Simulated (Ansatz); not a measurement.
## Electron scattering at the Σ5 (210) boundary in fcc Ni with S (substitutional)

Aim: the relaxed structure and the specific resistance of the Σ5 (210) boundary in fcc Ni with S (substitutional).

Program: Ansatz 0.2.0. Level of theory: Ansatz plane-wave DFT, PBE, PAW files, collinear spin; relaxation of a bicrystal slab with its lowest layers held; PAW set soft_1, in the first sound run; inputs show where later runs differ. Results are calculated unless marked as measured.

## Step 1: Set-up

The cell holds 23 atoms: 22 Ni and 1 S. Its edges and angles: a = 4.316 Å, b = 3.524 Å, c = 29.124 Å, α = 90.0°, β = 90.0°, γ = 65.9°. It derives from Ni. built on the (2 1 0) plane; 2 overlapping atoms removed and the grains opened by 0 Å. Vacuum lies along c.

## Step 2: Relaxing the bicrystal

The boundary is built by mirroring the lower grain in the boundary plane and removing any atoms that overlap; then the S is put in at the boundary. A thin bicrystal slab is relaxed first, with the lowest layers held and the upper grain free to shift and open.

input.yaml

```yaml
crystal:
  lattice:
    - [4.3160009268, 0.0, 0.0]
    - [1.4386669756, 3.2169571544, 0.0]
    - [0.0, 0.0, 29.1237781719]
  atoms:
    - { symbol: Ni, position: [0.0, 0.9999999999, 0.171681022], spin: 1.0 }
    - { symbol: Ni, position: [0.6, 0.6999999999, 0.1987376199], spin: 1.0 }
    - { symbol: Ni, position: [0.2, 0.4, 0.2257942178], spin: 1.0 }
    - { symbol: Ni, position: [0.8, 0.1, 0.2528508157], spin: 1.0 }
    - { symbol: Ni, position: [0.4, 0.8, 0.2799074136], spin: 1.0 }
    - { symbol: Ni, position: [0.0, 0.5, 0.3069640115], spin: 1.0 }
    - { symbol: Ni, position: [0.6, 0.2, 0.3340206094], spin: 1.0 }
    - { symbol: Ni, position: [0.2, 0.9, 0.3610772073], spin: 1.0 }
    - { symbol: Ni, position: [0.8, 0.6, 0.3881338052], spin: 1.0 }
    - { symbol: Ni, position: [0.4, 0.3, 0.4151904031], spin: 1.0 }
    - { symbol: S, position: [0.0, 0.0, 0.442247001] }
    - { symbol: Ni, position: [0.8, 0.6, 0.4963601968], spin: 1.0 }
    - { symbol: Ni, position: [0.2, 0.9, 0.5234167947], spin: 1.0 }
    - { symbol: Ni, position: [0.6, 0.2, 0.5504733926], spin: 1.0 }
    - { symbol: Ni, position: [0.0, 0.5, 0.5775299905], spin: 1.0 }
    - { symbol: Ni, position: [0.4, 0.8, 0.6045865883], spin: 1.0 }
    - { symbol: Ni, position: [0.8, 0.1, 0.6316431862], spin: 1.0 }
    - { symbol: Ni, position: [0.2, 0.4, 0.6586997841], spin: 1.0 }
    - { symbol: Ni, position: [0.6, 0.6999999999, 0.685756382], spin: 1.0 }
    - { symbol: Ni, position: [0.0, 0.9999999999, 0.7128129799], spin: 1.0 }
    - { symbol: Ni, position: [0.4, 0.2999999999, 0.7398695778], spin: 1.0 }
    - { symbol: Ni, position: [0.8, 0.5999999999, 0.7669261757], spin: 1.0 }
    - { symbol: Ni, position: [0.2, 0.8999999999, 0.7939827736], spin: 1.0 }
magnetization:
  spin_polarized: true
kpoints:
  mp_grid: { grid: [7, 7, 1] }
hamiltonian:
  xc: pbe
  pseudopotentials: { kind: paw, azcp: { folder: soft_1 } }
scf:
  occupations: { method: fermi_dirac, width: 0.1 }
relax:
  f_tol: 0.03
  max_steps: 80
  constraints: [{ sites: [0, 1, 2, 3] }]
```

The run is started by

```sh
$ ansatz run input.yaml --threads 4 --pin off --max-ram 15360MiB --backend cpu --events-out ev --progress --plain --runs-dir out
```

Numbers of over 12 decimals in the logs are rounded to 6 here.

What it wrote:

```text
Engine: ansatz 0.2.0, aarch64-unknown-linux-gnu
Pseudopotentials: kind: paw
Pseudopotential: Ni, paw, valence charge 18, recommended cutoff 420 eV (normal), soft_1/Ni.paw.azcp
Pseudopotential: S, paw, valence charge 6, recommended cutoff 420 eV (normal), soft_1/S.paw.azcp
Functional definition: PBE
  parameter kappa = 0.804
  parameter beta = 0.066725
  exchange = pbe_x(kappa = kappa, mu = beta*pi^2/3)
  correlation = pbe_c(beta = beta)
Crystal: 23 atoms, lattice volume = 404.366 Å³
Basis set: ecut = 420 eV, 7829 PW (Γ), exchange–correlation on 60×48×400 points (8 copies of the dense FFT grid, shifted against one another)
Bands: 255, of which v1, the nominal top of the filled ones, is band 201 counted from 1 (200 counted from 0)
Symmetry: 2 space group operations
Space group: Cm (ITA 8), of the structure as read, at distance tolerance 7.4e-5 Å
Magnetic group: BNS 8.32 (UNI 39), of the structure as read, at distance tolerance 7.4e-5 Å
k-points: 16 of 49 (time reversal used)
Non-local potential: Ni, projectors of the file, l = 0: 3, l = 1: 2, l = 2: 3, l = 3: 1
Non-local potential: S, projectors of the file, l = 0: 2, l = 1: 2, l = 2: 1
PAW form: soft (Blöchl's): semilocal exchange-correlation on the pseudo side does not see the compensation charge
PAW one-centre angular grid: Ni, 590 points (default); XC on 64 Gauss nodes
PAW one-centre angular grid: S, 110 points (default); XC on 64 Gauss nodes
Initial density: superposition of atomic densities (neutral atoms: chi_scale 0, normalization atom)
Starting moments: Σ|m| = 22 μB on 22 of 23 sites
Initial wavefunctions: pseudopotential atomic-orbital guess
Functional: x = pbe(κ = 0.804, μ = 0.219515), c = pbe(β = 0.066725)
SCF iter   1: F=—  HF=-129353.537253 eV  |F-HF|=—  |Δ(HF+E_count)|=         —  Δρ=2.95e-2 (↑1.94e-2 ↓2.95e-2)  dr2=2.74e1  dr2_m=3.79e-1  M=19.582 μB ∫|m|=20.708 μB  β_m=0.30  ethr=3.10e-3  ⟨swp⟩=6.9  Hψ=33502  notcnv=0  defer=511
Mixer restart at iter 1: flushing history
preconditioner: auto → LDOS  [metal: Δε(μ)=0.005 eV  Ē_g=7.991 eV  σ=0.100 eV  W_gap=0.01  n_scr=134 (ndim 8)  ℏωp=27.8 eV  f_vac=0.312  D(μ)=41.07/eV (n_scr^D=536)]
spin=Collinear: LDOS preconditioning applied to the charge; magnetization (m = ρ↑ − ρ↓) channel mixes plain (no charge-response kernel on spin).
SCF iter   2: F=—  HF=-129354.948912 eV  |F-HF|=—  |Δ(HF+E_count)|=    1.41e0  Δρ=1.51e-2 (↑1.47e-2 ↓1.51e-2)  dr2=4.32e0  dr2_m=1.46e-1  M=18.598 μB ∫|m|=20.110 μB  β_m=0.31  ethr=3.10e-3  ⟨swp⟩=2.0  Hψ=13078  notcnv=0  defer=946
SCF iter   3: F=—  HF=-129362.237968 eV  |F-HF|=—  |Δ(HF+E_count)|=    7.29e0  Δρ=9.40e-3 (↑6.02e-3 ↓9.40e-3)  dr2=8.62e-1  dr2_m=1.10e-1  M=17.980 μB ∫|m|=19.671 μB  β_m=0.41  ethr=1.07e-3  ⟨swp⟩=2.4  Hψ=12377  notcnv=0  defer=944
SCF iter   4: F=—  HF=-129368.624734 eV  |F-HF|=—  |Δ(HF+E_count)|=    6.39e0  Δρ=1.04e-2 (↑4.97e-3 ↓1.04e-2)  dr2=2.78e-1  dr2_m=1.73e-1  M=16.814 μB ∫|m|=18.845 μB  β_m=0.71  ethr=2.15e-4  ⟨swp⟩=2.7  Hψ=14598  notcnv=0  defer=952
SCF iter   5: F=—  HF=-129371.123826 eV  |F-HF|=—  |Δ(HF+E_count)|=         —  Δρ=1.99e-2 (↑1.10e-2 ↓1.99e-2)  dr2=4.71e-1  dr2_m=8.14e-1  M=14.544 μB ∫|m|=16.558 μB  β_m=0.71  ethr=6.93e-5  ⟨swp⟩=2.0  Hψ=12888  notcnv=0  defer=977
SCF iter   6: F=—  HF=-129371.490433 eV  |F-HF|=—  |Δ(HF+E_count)|=   3.67e-1  Δρ=7.28e-3 (↑6.18e-3 ↓7.28e-3)  dr2=1.43e-1  dr2_m=1.44e-1  M=14.003 μB ∫|m|=15.981 μB  β_m=0.85  ethr=6.93e-5  ⟨swp⟩=2.0  Hψ=15824  notcnv=0  defer=999
SCF iter   7: F=—  HF=-129371.756538 eV  |F-HF|=—  |Δ(HF+E_count)|=   2.66e-1  Δρ=9.68e-3 (↑9.68e-3 ↓8.83e-3)  dr2=1.82e0  dr2_m=2.19e-2  M=13.812 μB ∫|m|=15.659 μB  β_m=0.57  ethr=3.55e-5  ⟨swp⟩=2.9  Hψ=16371  notcnv=0  defer=1007  recentre
SCF iter   8: F=—  HF=-129371.468822 eV  |F-HF|=—  |Δ(HF+E_count)|=   2.88e-1  Δρ=1.15e-3 (↑1.10e-3 ↓1.15e-3)  dr2=3.01e-3  dr2_m=3.64e-3  M=13.731 μB ∫|m|=15.593 μB  β_m=0.78  ethr=3.55e-5  ⟨swp⟩=2.8  Hψ=16531  notcnv=0  defer=1000
SCF iter   9: F=—  HF=-129371.473636 eV  |F-HF|=—  |Δ(HF+E_count)|=   4.81e-3  Δρ=9.92e-4 (↑7.68e-4 ↓9.92e-4)  dr2=7.98e-3  dr2_m=3.13e-4  M=13.742 μB ∫|m|=15.567 μB  β_m=0.78  ethr=7.48e-7  ⟨swp⟩=3.0  Hψ=19026  notcnv=0  defer=997
SCF iter  10: F=—  HF=-129371.472218 eV  |F-HF|=—  |Δ(HF+E_count)|=   1.42e-3  Δρ=4.75e-4 (↑4.75e-4 ↓4.10e-4)  dr2=2.62e-3  dr2_m=6.41e-5  M=13.740 μB ∫|m|=15.552 μB  β_m=0.68  ethr=7.48e-7  ⟨swp⟩=2.5  Hψ=14916  notcnv=0  defer=997
SCF iter  11: F=—  HF=-129371.471823 eV  |F-HF|=—  |Δ(HF+E_count)|=   3.94e-4  Δρ=2.51e-4 (↑1.75e-4 ↓2.51e-4)  dr2=4.29e-4  dr2_m=5.54e-5  M=13.738 μB ∫|m|=15.550 μB  β_m=0.58  ethr=6.53e-7  ⟨swp⟩=2.0  Hψ=11577  notcnv=0  defer=997
SCF iter  12: F=—  HF=-129371.471760 eV  |F-HF|=—  |Δ(HF+E_count)|=   6.30e-5  Δρ=9.64e-5 (↑8.64e-5 ↓9.64e-5)  dr2=4.67e-5  dr2_m=1.96e-5  M=13.733 μB ∫|m|=15.545 μB  β_m=0.63  ethr=1.07e-7  ⟨swp⟩=2.0  Hψ=11793  notcnv=0  defer=997
SCF iter  13: F=—  HF=-129371.471762 eV  |F-HF|=—  |Δ(HF+E_count)|=   1.22e-6  Δρ=5.01e-5 (↑4.03e-5 ↓5.01e-5)  dr2=1.68e-5  dr2_m=2.74e-6  M=13.730 μB ∫|m|=15.541 μB  β_m=0.59  ethr=1.16e-8  ⟨swp⟩=2.3  Hψ=14951  notcnv=0  defer=997
SCF iter  14: F=—  HF=-129371.471759 eV  |F-HF|=—  |Δ(HF+E_count)|=   2.32e-6  Δρ=4.73e-5 (↑2.23e-5 ↓4.73e-5)  dr2=6.92e-5  dr2_m=8.85e-7  M=13.728 μB ∫|m|=15.539 μB  β_m=0.54  ethr=4.18e-9  ⟨swp⟩=3.2  Hψ=15840  notcnv=0  defer=997
SCF iter  15: F=-129371.471746 eV  HF=-129371.471759 eV  |F-HF|=1.31e-5  |Δ(HF+E_count)|=   3.34e-7  Δρ=2.39e-5 (↑1.34e-5 ↓2.39e-5)  dr2=1.33e-5  dr2_m=1.76e-7  M=13.729 μB ∫|m|=15.540 μB  ethr=4.18e-9  ⟨swp⟩=2.4  Hψ=25069  notcnv=0
SCF 1 converged in 15 iterations: F = -129371.471746 eV  dr2 = 1.33e-5
  greatest PAW one-centre occupation: 1.001 electrons in one spin orbital (limit 2), on the Ni atom at site 22 (counted from 0), in its partial waves of l = 1
relax step   1: F+E_penalty+E_count = -129371.47174582 eV  Δ(F+E_penalty+E_count) = +0.000e0 eV  max|allowed force component| = 8.700e-1 eV/Å  Δτ_max = 0.0000 Å  (15 SCF iters, dr2 threshold 2.25e-5 eV, accepted)
Initial density: handed on by an earlier stage of this run
Starting moments: Σ|m| = 22 μB on 22 of 23 sites; this step starts from the density that it was given
Initial wavefunctions: those handed on with the density
iter 1 solved again at ethr=5.91e-4 eV; its pass at ethr=3.10e-3 eV (dr2=2.38e0 eV) is discarded
SCF iter   1: F=—  HF=-129371.713756 eV  |F-HF|=—  |Δ(HF+E_count)|=         —  Δρ=1.30e-2 (↑7.46e-3 ↓1.30e-2)  dr2=2.38e0  dr2_m=3.13e-1  M=13.412 μB ∫|m|=15.210 μB  β_m=0.30  ethr=5.91e-4  ⟨swp⟩=1.4  Hψ=31626  notcnv=0  defer=933
[...]
SCF 3 converged in 11 iterations: F = -129372.133830 eV  dr2 = 2.00e-5
relax step   3: F+E_penalty+E_count = -129372.13382959 eV  Δ(F+E_penalty+E_count) = -3.845e-1 eV  max|allowed force component| = 6.149e-1 eV/Å  Δτ_max = 0.1903 Å  (11 SCF iters, dr2 threshold 4.18e-5 eV, accepted)
[...]
relax step   4: F+E_penalty+E_count = -129372.40555716 eV  Δ(F+E_penalty+E_count) = -2.717e-1 eV  max|allowed force component| = 3.871e-1 eV/Å  Δτ_max = 0.2000 Å  (9 SCF iters, dr2 threshold 1.00e-4 eV, accepted)
[...]
relax step   5: F+E_penalty+E_count = -129372.52744175 eV  Δ(F+E_penalty+E_count) = -1.219e-1 eV  max|allowed force component| = 1.832e-1 eV/Å  Δτ_max = 0.1918 Å  (10 SCF iters, dr2 threshold 5.94e-5 eV, accepted)
[...]
relax step   6: F+E_penalty+E_count = -129372.55973179 eV  Δ(F+E_penalty+E_count) = -3.229e-2 eV  max|allowed force component| = 1.140e-1 eV/Å  Δτ_max = 0.1885 Å  (10 SCF iters, dr2 threshold 7.52e-6 eV, accepted)
[...]
relax step   7: F+E_penalty+E_count = -129372.56338231 eV  Δ(F+E_penalty+E_count) = -3.651e-3 eV  max|allowed force component| = 2.791e-2 eV/Å  Δτ_max = 0.0268 Å  (13 SCF iters, dr2 threshold 2.91e-6 eV, accepted)
iter 1 solved again at ethr=1.82e-12 eV; its pass at ethr=3.10e-3 eV (dr2=7.30e-9 eV) is discarded
SCF iter   1: F=—  HF=-129372.563384 eV  |F-HF|=—  |Δ(HF+E_count)|=         —  Δρ=1.01e-6 (↑1.01e-6 ↓6.33e-7)  dr2=7.45e-9  dr2_m=1.35e-9  M=11.941 μB ∫|m|=13.568 μB  β_m=0.65  ethr=1.82e-12  ⟨swp⟩=2.0  Hψ=25880  notcnv=0  defer=1047
preconditioner: auto → LDOS  [metal: Δε(μ)=0.002 eV  Ē_g=8.213 eV  σ=0.100 eV  W_gap=0.01  n_scr=34 (ndim 8)  ℏωp=27.8 eV  f_vac=0.347  D(μ)=37.46/eV (n_scr^D=466)]
spin=Collinear: LDOS preconditioning applied to the charge; magnetization (m = ρ↑ − ρ↓) channel mixes plain (no charge-response kernel on spin).
SCF iter   2: F=—  HF=-129372.563384 eV  |F-HF|=—  |Δ(HF+E_count)|=   1.83e-9  Δρ=2.82e-6 (↑1.02e-6 ↓2.82e-6)  dr2=2.49e-7  dr2_m=4.53e-9  M=11.941 μB ∫|m|=13.568 μB  β_m=0.30  ethr=1.82e-12  ⟨swp⟩=2.1  Hψ=14972  notcnv=0  defer=1047
SCF iter   3: F=—  HF=-129372.563384 eV  |F-HF|=—  |Δ(HF+E_count)|=  6.98e-10  Δρ=3.54e-6 (↑7.04e-7 ↓3.54e-6)  dr2=4.01e-7  dr2_m=7.78e-9  M=11.941 μB ∫|m|=13.568 μB  β_m=0.42  ethr=1.82e-12  ⟨swp⟩=2.3  Hψ=13609  notcnv=0  defer=1047
SCF iter   4: F=—  HF=-129372.563384 eV  |F-HF|=—  |Δ(HF+E_count)|=   2.24e-9  Δρ=2.86e-6 (↑5.56e-7 ↓2.86e-6)  dr2=2.65e-7  dr2_m=5.18e-9  M=11.941 μB ∫|m|=13.568 μB  β_m=0.71  ethr=1.82e-12  ⟨swp⟩=2.1  Hψ=9578  notcnv=0  defer=1047
SCF iter   5: F=-129372.563384 eV  HF=-129372.563384 eV  |F-HF|=9.64e-8  |Δ(HF+E_count)|=   1.11e-9  Δρ=1.70e-6 (↑3.12e-7 ↓1.70e-6)  dr2=9.76e-8  dr2_m=1.93e-9  M=11.941 μB ∫|m|=13.568 μB  ethr=1.82e-12  ⟨swp⟩=1.2  Hψ=18933  notcnv=0
SCF 8 converged in 5 iterations: F = -129372.563384 eV  dr2 = 9.76e-8
relax step   8: F+E_penalty+E_count = -129372.56338380 eV  Δ(F+E_penalty+E_count) = -1.486e-6 eV  max|allowed force component| = 2.796e-2 eV/Å  Δτ_max = 0.0000 Å  (5 SCF iters, accepted)
SCF converged after 5 iterations
Magnetization: 11.9413 μB (206.9707 up, 195.0293 down)
Absolute magnetization: 13.5855 μB (∫|ρ↑−ρ↓|, with the PAW one-centre terms)
Spin contamination: 0.2220 ħ² per cell (⟨S²⟩ above its minimum at these occupations)
Per-site moments (μB) at R_I (Å): [(0.823761, 1.027886), (0.735686, 1.026110), (0.674014, 1.021701), (0.681778, 1.020553), (0.653158, 1.022558), (0.651541, 1.019448), (0.562232, 1.019354), (0.345974, 0.898949), (0.184444, 0.934012), (0.050262, 0.930416), (0.00957528, 0.898949), (0.188415, 0.934880), (0.333031, 0.901691), (0.545119, 1.017159), (0.646786, 1.019742), (0.641217, 1.023545), (0.647957, 1.023619), (0.686330, 1.023550), (0.675713, 1.021264), (0.671221, 0.981918), (0.669236, 0.989764), (0.735317, 1.011842), (0.804100, 0.981918)]
Free energy (F): -129372.563384 eV
Harris-Foulkes:  -129372.563384 eV  (|F-HF|=9.64e-8)
Internal energy: -129371.342798 eV  (E = F + TS)
E sigma→0 (E₀):  -129371.953091 eV
Entropy (-TS):   -1.220586 eV (-53.069 meV/atom)
Fermi energy:    9.426618 eV
--- Per-component energies (eV) ---
  E_band       = -9673.791968
  E_kinetic    = 7571.214047
  E_local      = -753454.604976  (includes V_loc(G=0)·N_el)
  E_nonlocal   = -2535.091889
  E_hartree    = 377617.123003
  E_xc         = -2563.683714
  E_vxc        = -3275.268347  (∫ρ·V_xc dr)
  E_paw        = -37071.645902  (= ΣΔE_a)
  E_vpaw       = -13214.244688  (= ΣTr[D̂ρ^β])
  E_aug_tail   = 0.021219  (compensation charges beyond the density's cutoff)
  E_ewald      = 281065.325415
  E_smearing   = -1.220586  (= −TS)
  E_closure    = -0.000000  (closes the sum)
  Σ components = -129372.563384   (vs F -129372.563384, Δ=0.00e0)
--- Forces (eV/Å), atoms counted from 1 ---
  atom   1  Ni    -0.04583932     0.02049997     0.81828818
  atom   2  Ni     0.05494274    -0.02457114    -0.02329930
  atom   3  Ni     0.04000852    -0.01789235    -0.54581512
  atom   4  Ni    -0.04734848     0.02117488    -0.27379709
  atom   5  Ni    -0.00153739     0.00068754     0.01042478
  atom   6  Ni     0.00059209    -0.00026479     0.00685076
  atom   7  Ni    -0.00963870     0.00431056     0.00444525
  atom   8  Ni     0.02017876    -0.00902421    -0.02154665
  atom   9  Ni    -0.00408784     0.00182814    -0.02795995
  atom  10  Ni    -0.00299443     0.00133915     0.00052767
  atom  11  S     -0.00745627     0.00333455     0.02610424
  atom  12  Ni     0.01558527    -0.00696995     0.02322878
  atom  13  Ni    -0.00691336     0.00309175    -0.00572558
  atom  14  Ni    -0.00134938     0.00060346     0.02508520
  atom  15  Ni     0.00402707    -0.00180096     0.01529039
  atom  16  Ni    -0.00039189     0.00017526     0.00188273
  atom  17  Ni     0.00034385    -0.00015377    -0.00538007
  atom  18  Ni    -0.00278395     0.00124502    -0.00763622
  atom  19  Ni    -0.00108908     0.00048705    -0.00466930
  atom  20  Ni    -0.00310282     0.00138762    -0.00413122
  atom  21  Ni     0.00008203    -0.00003669    -0.00241581
  atom  22  Ni    -0.00129953     0.00058117    -0.00289404
  atom  23  Ni     0.00007163    -0.00003203    -0.00687167
  max |Σ_I F_I| component: 1.40e-5 eV/Å
--- Relaxed structure (8 steps of the walk, 8 accepted, 0 SCFs on fresh bases) ---
  F+E_penalty+E_count = -129372.56338380 eV   max|allowed force component| = 2.796e-2 eV/Å
  atoms:
    - { symbol: Ni, position: [0.0, 1.000000, 0.171681] }
    - { symbol: Ni, position: [0.600000, 0.700000, 0.198738] }
    - { symbol: Ni, position: [0.200000, 0.4, 0.225794] }
    - { symbol: Ni, position: [0.800000, 0.100000, 0.252851] }
    - { symbol: Ni, position: [0.397925, 0.801037, 0.279657] }
    - { symbol: Ni, position: [0.000301811, 0.499849, 0.306435] }
    - { symbol: Ni, position: [0.596040, 0.201980, 0.333195] }
    - { symbol: Ni, position: [0.208441, 0.895779, 0.361298] }
    - { symbol: Ni, position: [0.802636, 0.598682, 0.386969] }
    - { symbol: Ni, position: [0.407878, 0.296061, 0.429398] }
    - { symbol: S, position: [-0.019639, 0.0098195, 0.429468] }
    - { symbol: Ni, position: [0.803784, 0.598108, 0.472186] }
    - { symbol: Ni, position: [0.210196, 0.894902, 0.497781] }
    - { symbol: Ni, position: [0.596961, 0.201519, 0.525541] }
    - { symbol: Ni, position: [0.00248523, 0.498757, 0.552700] }
    - { symbol: Ni, position: [0.401686, 0.799157, 0.579400] }
    - { symbol: Ni, position: [0.802743, 0.098628, 0.606268] }
    - { symbol: Ni, position: [0.203685, 0.398157, 0.633648] }
    - { symbol: Ni, position: [0.601015, 0.699492, 0.660282] }
    - { symbol: Ni, position: [0.00204195, 0.998979, 0.687182] }
    - { symbol: Ni, position: [0.409929, 0.295036, 0.715892] }
    - { symbol: Ni, position: [0.806388, 0.596806, 0.740623] }
    - { symbol: Ni, position: [0.202666, 0.898667, 0.764278] }
```

It took 28 min on 4 threads of Arm Neoverse V1, shared host; peak memory 3.5 GiB; 1.8 h of CPU time.

Step by step:

| step | energy less that of the first step (eV) | largest force component (eV/Å) |
| --- | --- | --- |
| 1 | 0.0000 | 0.8700 |
| 2 | -0.2775 | 0.8174 |
| 3 | -0.6621 | 0.6149 |
| 4 | -0.9338 | 0.3871 |
| 5 | -1.0557 | 0.1832 |
| 6 | -1.0880 | 0.1140 |
| 7 | -1.0916 | 0.0279 |
| 8 | -1.0916 | 0.0280 |

The run keeps the 2 symmetry operations that it works with, so distortions that break them were not tested.

The atoms that moved most (Å):

```csv
atom,dx,dy,dz,length
Ni23,0.010,-0.004,-0.865,0.865
Ni22,0.023,-0.010,-0.766,0.766
Ni13,0.037,-0.016,-0.747,0.748
Ni20,0.007,-0.003,-0.746,0.747
Ni19,0.004,-0.002,-0.742,0.742
Ni17,0.010,-0.004,-0.739,0.739
Ni16,0.006,-0.003,-0.734,0.734
Ni18,0.013,-0.006,-0.730,0.730
```

Numbers from this step:

* free energy: -129372.5634 eV
* energy at zero smearing: -129371.9531 eV
* Fermi energy: 9.427 eV
* magnetization: 11.94 μB
* absolute magnetization: 13.59 μB

The largest force component on a free atom ends at 0.028 eV/Å, under the tolerance of 0.03, after 8 steps.

(Part 1 of 3 ends here.)

[Logs are printed without paths, hosts, clocks, repeated set-up lines and the standing remarks that a program may print on its own settings, such as how far it seeks lower states.]

[Hosts, paths, dates, database ids (printed as entryN), source tags and the programs' standing remarks are cut or masked in the printed files.]
